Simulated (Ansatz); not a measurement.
# AlH3 (Fd-3m):Al_i (6-fold void), thermodynamic levels from a 64-atom cell

Charge states of Al_i (6-fold void) in AlH3 (Fd-3m), set against the band edges. Model: a cell of 64 host atoms with 1 Al put in.

Method: place-levels on PBEsol runs: charge-transition levels and formation energies with image-charge correction and potential alignment at the atomic sites, in Ansatz 0.2.0.

In doubt: warnings of the run leave room for a lower electronic state (in some of the runs), so energies may not be the lowest and differences between runs may mislead.

### 1. Starting point

The cell holds 65 atoms: 17 Al and 48 H. Cell: a = 9.021 Å, b = 9.021 Å, c = 9.021 Å, α = 90.0°, β = 90.0°, γ = 90.0°. It derives from AlH3 (space group Fd-3m). Nearest the centre at fractional (0.930, 0.930, 0.930): Al65 at 0.00 Å, H30 at 2.29 Å, H39 at 2.29 Å, H21 at 2.29 Å, H52 at 2.30 Å, H60 at 2.30 Å, H44 at 2.30 Å, Al4 at 2.84 Å.

Screening for the image-charge correction: ε∞ = 3.61, ε0 = 7.73, from a response run on this crystal (DFPT, PBEsol) at that run's own cell.

The cell's shortest repeat is 9.0 Å.

### 2. The runs of each charge state

A transition level is the Fermi level at which two charge states cost the same, so each charge needs its own total energy, at its own relaxed structure.

Each atom starts 0.05 Å or so off its site in a random direction: a symmetric start keeps its symmetry, and would miss off-centre moves and Jahn–Teller distortions. Forces are taken at one point at (¼, ¼, ¼). The cell holds 1 electron fewer than the neutral one, with a uniform background that keeps it neutral on the whole.

The sampling was tested on the host first: at the k-points planned (1x1x1 shifted 0.25 0.25 0.25) its energy lies 0.000 eV an atom from the dense-mesh value, under the bound of 0.02 eV set for this test; that bounds the host's error, not the defect's.

One state's input; the others differ in charge, spin, start and seed, and in occupations where the table says so.

File qp1.relax/input.yaml:

```yaml
crystal:
  lattice:
    - [9.02102757, 0.0, 0.0]
    - [0.0, 9.02102757, 0.0]
    - [0.0, 0.0, 9.02102757]
  atoms:
    - { symbol: Al, position: [0.125, 0.375, 0.875] }
    - { symbol: Al, position: [0.125, 0.875, 0.375] }
    - { symbol: Al, position: [0.625, 0.375, 0.375] }
    - { symbol: Al, position: [0.625, 0.875, 0.875] }
    - { symbol: Al, position: [0.375, 0.125, 0.875] }
    - { symbol: Al, position: [0.375, 0.625, 0.375] }
    - { symbol: Al, position: [0.875, 0.125, 0.375] }
    - { symbol: Al, position: [0.875, 0.625, 0.875] }
    - { symbol: Al, position: [0.375, 0.375, 0.625] }
    - { symbol: Al, position: [0.375, 0.875, 0.125] }
    - { symbol: Al, position: [0.875, 0.375, 0.125] }
    - { symbol: Al, position: [0.875, 0.875, 0.625] }
    - { symbol: Al, position: [0.125, 0.125, 0.625] }
    - { symbol: Al, position: [0.125, 0.625, 0.125] }
    - { symbol: Al, position: [0.625, 0.125, 0.125] }
    - { symbol: Al, position: [0.625, 0.625, 0.625] }
    - { symbol: H, position: [0.0, 0.0, 0.30329928] }
    - { symbol: H, position: [0.0, 0.5, 0.80329928] }
    - { symbol: H, position: [0.5, 0.0, 0.80329928] }
    - { symbol: H, position: [0.5, 0.5, 0.30329928] }
    - { symbol: H, position: [0.0, 0.0, 0.69670072] }
    - { symbol: H, position: [0.0, 0.5, 0.19670072] }
    - { symbol: H, position: [0.5, 0.0, 0.19670072] }
    - { symbol: H, position: [0.5, 0.5, 0.69670072] }
    - { symbol: H, position: [0.0, 0.30329928, 0.0] }
    - { symbol: H, position: [0.0, 0.80329928, 0.5] }
    - { symbol: H, position: [0.5, 0.30329928, 0.5] }
    - { symbol: H, position: [0.5, 0.80329928, 0.0] }
    - { symbol: H, position: [0.0, 0.19670072, 0.5] }
    - { symbol: H, position: [0.0, 0.69670072, 0.0] }
    - { symbol: H, position: [0.5, 0.19670072, 0.0] }
    - { symbol: H, position: [0.5, 0.69670072, 0.5] }
    - { symbol: H, position: [0.30329928, 0.0, 0.0] }
    - { symbol: H, position: [0.30329928, 0.5, 0.5] }
    - { symbol: H, position: [0.80329928, 0.0, 0.5] }
    - { symbol: H, position: [0.80329928, 0.5, 0.0] }
    - { symbol: H, position: [0.19670072, 0.0, 0.5] }
    - { symbol: H, position: [0.19670072, 0.5, 0.0] }
    - { symbol: H, position: [0.69670072, 0.0, 0.0] }
    - { symbol: H, position: [0.69670072, 0.5, 0.5] }
    - { symbol: H, position: [0.25, 0.25, 0.94670072] }
    - { symbol: H, position: [0.25, 0.75, 0.44670072] }
    - { symbol: H, position: [0.75, 0.25, 0.44670072] }
    - { symbol: H, position: [0.75, 0.75, 0.94670072] }
    - { symbol: H, position: [0.25, 0.25, 0.55329928] }
    - { symbol: H, position: [0.25, 0.75, 0.05329928] }
[... 10 lines left out ...]
    - { symbol: H, position: [0.44670072, 0.25, 0.75] }
    - { symbol: H, position: [0.44670072, 0.75, 0.25] }
    - { symbol: H, position: [0.94670072, 0.25, 0.25] }
    - { symbol: H, position: [0.94670072, 0.75, 0.75] }
    - { symbol: H, position: [0.05329928, 0.25, 0.75] }
    - { symbol: H, position: [0.05329928, 0.75, 0.25] }
    - { symbol: H, position: [0.55329928, 0.25, 0.25] }
    - { symbol: H, position: [0.55329928, 0.75, 0.75] }
  supercell: [1, 1, 1]
  defects:
    - { interstitial: { symbol: Al, position: [0.93009, 0.93009, 0.93009] } }
total_charge: 1
basis:
  ecutwfc: 420
  xc_grid: 2
hamiltonian:
  xc: pbesol
kpoints:
  mp_grid: { grid: [1, 1, 1], shift: [0.25, 0.25, 0.25] }
scf:
  occupations: { method: fixed }
  max_iter: 60
output:
  forces: true
  charged_corrections: { epsilon: 3.61, static_epsilon: 7.73 }
relax:
  f_tol: 0.02
  max_steps: 80
  random_displacement: { amplitude: 0.05, seed: 4507 }
checkpoint:
  write: "../qp1.relax.run"
  compress: false
  write_wavefunctions: true
  write_every: 100000
```

Run with:

```
$ ansatz run input.yaml --threads 4 --pin off --max-ram 7536MiB --backend cpu --events-out ev --progress --plain --runs-dir out
```

The relaxed structure is kept and the sampling changed to a 2×2×2 shifted mesh.

The run of this state that the levels use, under PBEsol:

File qp1.point/input.yaml:

```yaml
crystal:
  checkpoint: "../qp1.relax.run"
  host: checkpoint
total_charge: 1
basis:
  ecutwfc: 420
  xc_grid: 2
hamiltonian:
  xc: pbesol
kpoints:
  mp_grid: { grid: [2, 2, 2], shift: [0.5, 0.5, 0.5] }
scf:
  occupations: { method: fermi_dirac, width: 0.01 }
  max_iter: 60
output:
  forces: true
  eigenvalues: true
  charged_corrections:
    epsilon: 3.61
    static_epsilon: 7.73
    defect_position: [0.93009, 0.93009, 0.93009]
  eigenstates: { localisation: true }
  populations: true
  band_densities: [{ bands: [v1, v1] }, { bands: [c1, c1] }]
  write_density: true
  write_potential: true
  volumetric_format: npy
checkpoint:
  read: "../qp1.relax.run"
  write: "../qp1.point.run"
  compress: false
  write_wavefunctions: false
  write_every: 100000
```

Relaxations under PBEsol at one point at (¼, ¼, ¼); times on 4 threads of Arm Neoverse V1, shared host:

```
charge  moment (μB)  occupations        outcome  steps  largest displacement against the far atoms (Å)  time
     0            1        fixed      converged     12                                            1.42  95 s
    +1            0        fixed      converged      5                                            0.23  18 s
    +2            1        fixed      converged      6                                            0.54  46 s
    +3            0        fixed  not converged      -                                               -  12 s
    +3            0  fermi-dirac      converged     13                                            0.72  78 s
    +3            2        fixed      converged      9                                            0.53  80 s
```

Single points under PBEsol at a 2×2×2 shifted mesh; times on 4 threads of Arm Neoverse V1, shared host:

| charge | moment (μB) | occupations | outcome | time |
| --- | --- | --- | --- | --- |
| 0 | 1 | fermi-dirac | converged | 60 s |
| +1 | 0 | fermi-dirac | converged | 23 s |
| +2 | 1 | fermi-dirac | converged | 53 s |
| +3 | 0 | fermi-dirac | converged | 21 s |
| +3 | 2 | fermi-dirac | converged | 55 s |

Distances (Å) from Al65 to the nearest atoms after relaxation with PBEsol:

```
charge  moment (μB)      1.      2.      3.      4.      5.      6.
     0            1  H 2.26  H 2.27  H 2.27  H 2.35  H 2.35  H 2.37
    +1            0  H 2.06  H 2.07  H 2.07  H 2.33  H 2.34  H 2.34
    +2            1  H 1.82  H 1.83  H 1.83  H 2.05  H 2.06  H 2.11
    +3            0  H 1.70  H 1.70  H 1.73  H 1.88  H 1.88  H 1.88
    +3            2  H 1.82  H 1.82  H 1.83  H 2.05  H 2.11  H 2.15
```

### 3. Levels against the band edges, PBEsol

A charged cell interacts with its images and the background, and its potential has another zero than the host's. place-levels removes the first by a point-charge model, screened by the static dielectric constant since the ions have relaxed around the charge, and the second by comparing potentials at atoms far from the defect.

The host is a run of the defect-free crystal in the same cutoffs, grids and k-points, so that basis and sampling errors cancel in part in the differences. Its band edges come from a run of the primitive cell that searches the zone for them. Chemical potentials are energies per atom of Al (fcc), run with the same functional and cutoff.

File levels.point.yaml:

```yaml
host:
  run: host.point.run
  levels_from: { run: edges.point.run }
states: [q0_M1.point.run, qp1.point.run, qp2_M1.point.run, qp3.point.run, qp3_M2.point.run]
geometry_from:
  q0_M1.point.run: q0_M1.relax.run
  qp1.point.run: qp1.relax.run
  qp2_M1.point.run: qp2_M1.relax.run
  qp3.point.run: qp3.relax_smeared.run
  qp3_M2.point.run: qp3_M2.relax.run
  host.point.run: host.relax.run
chemical_potentials:
  Al:
    energy: -524.553864
    dataset: <sha256 of the dataset>
epsilon: 3.61
static_epsilon: 7.73
vertical:
  - { from: qp1.point.run, to: qp1.point_neutral.run }
  - { from: qp2_M1.point.run, to: qp2_M1.point_neutral.run }
  - { from: qp3.point.run, to: qp3.point_neutral.run }
  - { from: qp3_M2.point.run, to: qp3_M2.point_neutral.run }
```

Run with:

```
$ ansatz place-levels levels.point.yaml -- --threads 4 --pin off --max-ram 7536MiB
```

Numbers of over 12 decimals in the logs are rounded to 6 here.

The program printed:

```text
[... repeated set-up lines and file paths are left out, and long positions are rounded to six places ...]
(+3/+2) 0.664 eV above the valence edge, 2.276 eV under the conduction edge; not on the lower envelope
(+2/+1) 0.072 eV beneath the valence edge, in the valence band; not on the lower envelope
(+1/0) 2.610 eV above the valence edge, 0.330 eV under the conduction edge
(+3/+1) 0.296 eV above the valence edge, 2.644 eV under the conduction edge: charges between them are lowest nowhere
formation energy of charge +3: -0.276 eV with the Fermi level at the valence edge
formation energy of charge +2: +0.388 eV with the Fermi level at the valence edge
formation energy of charge +1: +0.316 eV with the Fermi level at the valence edge
formation energy of charge 0: +2.926 eV with the Fermi level at the valence edge
vertical +1 to 0: no energy, since no alignment is typed
  the change from vertical[0].from (qp1.point.run) to vertical[0].to (qp1.point_neutral.run): by its potential at epsilon 3.61 it stands at 0.883 0.884 0.886, with an rms radius of about 4.5 Å (2.6 2.6 2.6 Å across the planes of the cell's vectors); [...]
vertical +2 to 0: no energy, since no alignment is typed
  the change from vertical[1].from (qp2_M1.point.run) to vertical[1].to (qp2_M1.point_neutral.run): by its potential at epsilon 3.61 it stands at 0.918 0.918 0.923, with an rms radius of about 3.3 Å (1.9 1.9 1.9 Å across the planes of the cell's vectors); [...]
vertical +3 to 0: no energy, since no alignment is typed
  the change from vertical[2].from (qp3.point.run) to vertical[2].to (qp3.point_neutral.run): by its potential at epsilon 3.61 it stands at 0.915 0.920 0.915, with an rms radius of about 4.1 Å (2.4 2.3 2.4 Å across the planes of the cell's vectors); [...]
[...]
of states[0] (q0_M1.point.run): its alignment with the host at atomic sites is doubtful: the cell is too small to show whether the defect's potential has decayed: take a larger one
  of states[4] (qp3_M2.point.run): it parts from the run at its places by a charge that spreads by about 2.4 Å along one vector (1.6 Å or more is wide), by its potential at epsilon 3.61, taken for that of held ions (one typed too small widens it), where the [...]
  of vertical[0].from (qp1.point.run): it parts from the run at its places by a charge that spreads by about 2.6 Å along one vector (1.6 Å or more is wide), by its potential at epsilon 3.61, taken for that of held ions (one typed too small widens it), where [...]
  vertical[0].to (qp1.point_neutral.run): levels filled in part (TS 0.005 eV): its energy is of no whole electron's
  of vertical[0].to (qp1.point_neutral.run): its moments are held at its close (magnetization.spin_locking), by a field of 0.002 eV a Bohr magneton, and its energy and levels are of the state that this holds: a run that lets them go can end lower
  of vertical[1].from (qp2_M1.point.run): it parts from the run at its places by a charge that spreads by about 1.9 Å along one vector (1.6 Å or more is wide), by its potential at epsilon 3.61, taken for that of held ions (one typed too small widens it), [...]
  vertical[1].to (qp2_M1.point_neutral.run): levels filled in part (TS 0.008 eV): its energy is of no whole electron's
  of vertical[2].from (qp3.point.run): of the run under geometry_from: minimisation_begun; [...]
  vertical[2].to (qp3.point_neutral.run): levels filled in part (TS 0.003 eV): its energy is of no whole electron's
  vertical[3].from (qp3_M2.point.run): levels filled in part (TS 0.006 eV): its energy is of no whole electron's
  of vertical[3].from (qp3_M2.point.run): its sublattices stand up to 0.0582 Å off the host's, which by the two runs' forces adds about +0.02 eV to its energy against the host's, and moves the band edges: relax the crystal first, and build the cells on it; [...]
  vertical[3].to (qp3_M2.point_neutral.run): levels filled in part (TS 0.007 eV): its energy is of no whole electron's
```

Run time: 0.72 s. Hardware: 4 threads of Arm Neoverse V1, shared host.

Levels between the charges placed, in eV above the valence top:

```csv
,gap (eV),(+3/+2),(+2/+1),(+1/0)
PBEsol,2.94,0.66,-0.07,2.61
```

Corrections by state:

| charge | moment (μB) | image terms and alignment (eV) | band filling (eV) | ε used | over the lowest of its charge, as the program ranks them, band filling apart (eV) |
| --- | --- | --- | --- | --- | --- |
| +3 | 0.0 | 2.395 | - | 7.73 | 0.000 |
| +2 | 1.0 | 1.361 | - | 7.73 | 0.000 |
| +1 | 0.0 | 0.476 | - | 7.73 | 0.000 |
| 0 | 1.0 | 0.000 | - | - | 0.000 |
| +3 | 2.0 | 2.291 | - | 7.73 | 1.893 |

The charged structures listed were also run neutral, and place-levels reads from each pair, by the potential or the spins, how wide the charge is by which they differ; that can be the carrier of either run.

```
charge  rms radius (Å)  spread where it is widest against the cell (Å)  wide from (Å)  reading
    +3             4.1                                            2.37           1.56     wide
    +2             3.3                                            1.91           1.56     wide
    +1             4.5                                            2.59           1.56     wide
```

The neutral runs of these pairs need not share the spin of the lowest neutral state, and very wide values only mean spread over the cell.

From the program's caveats on the states, each cut to its opening words:

- charge +3, +3 (2 μB): it parts from the run at its places by a charge that spreads by about 2.4 Å along one vector (1.6 Å or more is wide), by its potential at epsilon 3.61, taken [...]
- charge +3, +2 (1 μB), +1, 0 (1 μB), +3 (2 μB): its alignment with the host at atomic sites is doubtful: the cell is too small to show whether the defect's potential has decayed: take a larger one
- charge +2 (1 μB): it parts from the run at its places by a charge that spreads by about 1.9 Å along one vector (1.6 Å or more is wide), by its potential at epsilon 3.61, taken [...]
- charge +1: it parts from the run at its places by a charge that spreads by about 2.6 Å along one vector (1.6 Å or more is wide), by its potential at epsilon 3.61, taken [...]
- charge +3 (2 μB): its sublattices stand up to 0.0582 Å off the host's, which by the two runs' forces adds about +0.02 eV to its energy against the host's, and moves the band [...]
- charge +3 (2 μB): its moments are held at its close (magnetization.spin_locking), by a field of 0.443 eV a Bohr magneton, and its energy and levels are of the state that this [...]

The host's formation energy from the elements is -0.020 eV per atom; it sets how far the chemical potentials can move.

Limit set by the element alone; other compounds of these elements are not counted. Chemical potentials from the elements' reference states: Al 0.00 eV, H -0.03 eV. Formation energy by charge state (Al-rich; gap 2.94 eV):

| charge | at valence top (eV) | at conduction bottom (eV) | correction included (eV) |
| --- | --- | --- | --- |
| +3 | -0.28 | 8.54 | 2.40 |
| +2 | 0.39 | 6.27 | 1.36 |
| +1 | 0.32 | 3.26 | 0.48 |
| 0 | 2.93 | 2.93 | 0.00 |

| Fermi level (eV) | lowest formation energy (eV) |
| --- | --- |
| 0.00 | -0.28 |
| 0.27 | 0.53 |
| 0.53 | 0.85 |
| 0.80 | 1.12 |
| 1.07 | 1.38 |
| 1.34 | 1.65 |
| 1.60 | 1.92 |
| 1.87 | 2.19 |
| 2.14 | 2.46 |
| 2.41 | 2.72 |
| 2.67 | 2.93 |
| 2.94 | 2.93 |

Limit set by the element alone; other compounds of these elements are not counted. Chemical potentials from the elements' reference states: H 0.00 eV, Al -0.08 eV. Formation energies (H-rich), with the Fermi level at the valence top and at the conduction bottom (gap 2.94 eV):

```csv
charge,at valence top (eV),at conduction bottom (eV),correction included (eV)
+3,-0.19,8.63,2.40
+2,0.47,6.35,1.36
+1,0.40,3.34,0.48
0,3.01,3.01,0.00
```

| Fermi level (eV) | lowest formation energy (eV) |
| --- | --- |
| 0.00 | -0.19 |
| 0.27 | 0.61 |
| 0.53 | 0.93 |
| 0.80 | 1.20 |
| 1.07 | 1.47 |
| 1.34 | 1.73 |
| 1.60 | 2.00 |
| 1.87 | 2.27 |
| 2.14 | 2.54 |
| 2.41 | 2.80 |
| 2.67 | 3.01 |
| 2.94 | 3.01 |

### 4. Outcome

- gap of the host: 2.94 eV (PBEsol)
- level (plus 3/plus 2): 0.66 eV above the valence top, not a change between lowest states
- level (plus 2/plus 1): 0.07 eV below the valence top, not a change between lowest states
- level (plus 1/0): 2.61 eV above the valence top
- level (plus 3/plus 1): 0.30 eV above the valence top
- lowest of the charges placed, just above the valence top (0.02 eV): +3
- lowest of the charges placed, just below the conduction bottom (0.02 eV): 0
- lowest formation energy at mid-gap of the charges run, Al-rich: 1.79 eV
- lowest formation energy at mid-gap of the charges run, H-rich: 1.87 eV

Of the charges placed (0, +1, +2 and +3), the lowest changes at 0.30 eV (+3/+1) and 2.61 eV (+1/0) above the valence top, in a gap of 2.94 eV. (+3/+1) and (+1/0) lie nearer to a band edge than the share of the finite-size correction in them (0.96 and 0.48 eV), and that correction holds for a localised charge alone. (+3/+1) passes over charge +2, which lies 0.37 eV above the two there; a lower structure or spin state of it, if missed, would change that. Charges above +3 and below 0 were not placed, so these runs say nothing of levels that involve them. States placed: +3 at 0 μB and 2 μB; +2 at 1 μB; +1 at 0 μB; 0 at 1 μB. Other spin states or structures, where not listed, weren't placed. Corrections reach 2.4 eV, so the cell is small for these charges and their levels are rough. At charge 0 the atom put in ends up to 1.4 Å from its starting place, so the name tells the start alone and the levels can join different sites. The program doubts the alignment of potentials for at least one state, a sign that the cell is small. What this leaves open: PBEsol makes the gap too small and tends to spread out bound carriers.

[Logs are printed without paths, hosts, clocks, repeated set-up lines and the standing remarks that a program may print on its own settings, such as how far it seeks lower states.]

[Hosts, paths, dates, database ids (printed as entryN), source tags and the programs' standing remarks are cut or masked in the printed files.]

[Where a table of states has a column of steps, it counts the stored structures, which are thinned; the runs took as many ionic steps or more.]

[A defect's name tells the site on which it was built; relaxed atoms can leave that site.]

[For some hosts the program warned that the k-mesh of the response run may be too coarse for force constants and the static dielectric constant; such warnings are not shown here.]
